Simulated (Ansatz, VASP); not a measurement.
**One calculation of SrO, two programs**

INCAR

```
PREC = Accurate ; ENCUT = 520
EDIFF = 1E-7 ; ISMEAR = 0
SIGMA = 0.1 ; LREAL = False
LASPH = True ; NELM = 100
ALGO = Normal ; ISIF = 2
LWAVE = False ; LCHARG = False
LDIPOL = True ; IDIPOL = 3
DIPOL = 0.5 0.5 0.500 ; GGA = PE
NBANDS = 24
```

File KPOINTS:

```
Automatic mesh
0
Gamma
  4 4 1
```

The input POSCAR:

```
SrO
1.0
    4.2090845100      0.0000000000      0.0000000000
    0.0000000000      4.2090845100      0.0000000000
    0.0000000000      0.0000000000     18.0000000000
Sr O
2 2
Direct
    0.0000000000      0.0000000000      0.5000000000
    0.5000000000      0.5000000000      0.5000000000
    0.5000000000      0.0000000000      0.5919014100
    0.0000000000      0.5000000000      0.4080985900
```

Input for Ansatz:

```yaml
crystal:
  lattice:
    - [4.20908451, 0.0, 0.0]
    - [0.0, 4.20908451, 0.0]
    - [0.0, 0.0, 18.0]
  atoms:
    - { symbol: Sr, position: [0.0, 0.0, 0.5] }
    - { symbol: Sr, position: [0.5, 0.5, 0.5] }
    - { symbol: O, position: [0.5, 0.0, 0.59190141] }
    - { symbol: O, position: [0.0, 0.5, 0.40809859] }
  periodic: [true, true, false]
basis:
  ecutwfc: 420
kpoints:
  mp_grid: { grid: [4, 4, 1] }
hamiltonian:
  xc: pbe
scf:
  occupations: { method: gaussian, width: 0.1 }
  lower_state_search: "off"
output:
  forces: true
  stress: true
  eigenvalues: true
```

Change from the starting cell: species swapped into a sheet of the AgI type.

Alike in both runs: task single point; functional PBE; k mesh 4 × 4 × 1; occupations gaussian, width 0.1 eV; no spin polarisation.

```csv
,VASP,Ansatz
version,VASP 6.6.1,Ansatz 0.2.0
potentials or method,"VASP PAW PBE potentials, release 64 (Sr_sv, O)","scalar-relativistic, plane waves, PAW"
plane-wave cutoff (eV),520,420
valence electrons in the cell,32,32
```

```csv
,VASP,Ansatz,Ansatz less VASP
gap on the k mesh at the Fermi level (eV),1.87,1.90,+0.031
least direct gap on the mesh (eV),1.87,1.90,+0.031
rms of the force components (eV/Å),1.814,1.832,+0.0177
```

Atom by atom the forces differ by 0.018 eV/Å (rms over components). Ansatz warned: «slab_cell_height_set».
